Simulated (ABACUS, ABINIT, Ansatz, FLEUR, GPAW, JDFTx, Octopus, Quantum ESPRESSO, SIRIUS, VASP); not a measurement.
One calculation of MnS, 10 ways

```
Mn S
1.0
     0.00000    2.60450    2.60450
     2.60450    0.00000    2.60450
     2.60450    2.60450    0.00000
Mn S
1 1
Direct
  0.00000 0.00000 0.00000
  0.50000 0.50000 0.50000
```

Alike in all runs: task single point; functional PBE; k mesh 9 × 9 × 9; occupations fermi-dirac, width 0.05 eV; collinear spin, ferromagnetic start; no spin-orbit coupling. The measured crystal is an antiferromagnetic insulator; the state found here is the runs' own. Pressure is positive in compression and, in plane waves, holds the error of the finite cutoff.

```
                                     program and potentials  plane-wave cutoff (eV)                                      notes  pressure (GPa)  net moment per atom (μB)
                      JDFTx, PseudoDojo-SR-PBE-0.5-standard                    1306  10.5 valence electrons an atom on average           -2.03                      2.38
                 GPAW, GPAW PAW data sets (gpaw-data 1.2.1)                     600  10.5 valence electrons an atom on average           -2.99                      2.35
SIRIUS, PseudoDojo 0.4.1 PBE standard (scalar relativistic)                    1307  10.5 valence electrons an atom on average           -2.04                      2.38
                  Quantum ESPRESSO, SSSP 1.3 efficiency PBE                     884  10.5 valence electrons an atom on average           -2.74                      2.36
   ABACUS, PseudoDojo NC SR 0.4.1 PBE standard, plane waves                    1320  10.5 valence electrons an atom on average           -2.04                      2.38
             Ansatz, all-electron LAPW, scalar-relativistic                       -                                          -           -2.87                      2.36
              Octopus, pseudodojo_pbe (PseudoDojo 0.5, PBE)                       -  10.5 valence electrons an atom on average               -                      2.38
                                   ABINIT, JTH PAW PBE v2.0                     707  10.5 valence electrons an atom on average           -2.72                      2.36
                       VASP, PBE PAW files Mn_pv, S, 520 eV                     520   9.5 valence electrons an atom on average           -2.90                      2.36
                                 FLEUR, all-electron, FLAPW                       -                                          -               -                      2.36
```

The pressure spans -2.99 (GPAW, GPAW PAW data sets (gpaw-data 1.2.1)) to -2.03 GPa (JDFTx, PseudoDojo-SR-PBE-0.5-standard), with all-electron results at -2.87. The net moment per atom spans 2.35 (GPAW, GPAW PAW data sets (gpaw-data 1.2.1)) to 2.38 μB (Octopus, pseudodojo_pbe (PseudoDojo 0.5, PBE)), with all-electron results at 2.36. The state is the one that the start led to, which needn't be the lowest.

The functional is the same throughout but for its coding, so the spread measures potentials, basis and numerics; runs on potential files found faulty are left out.
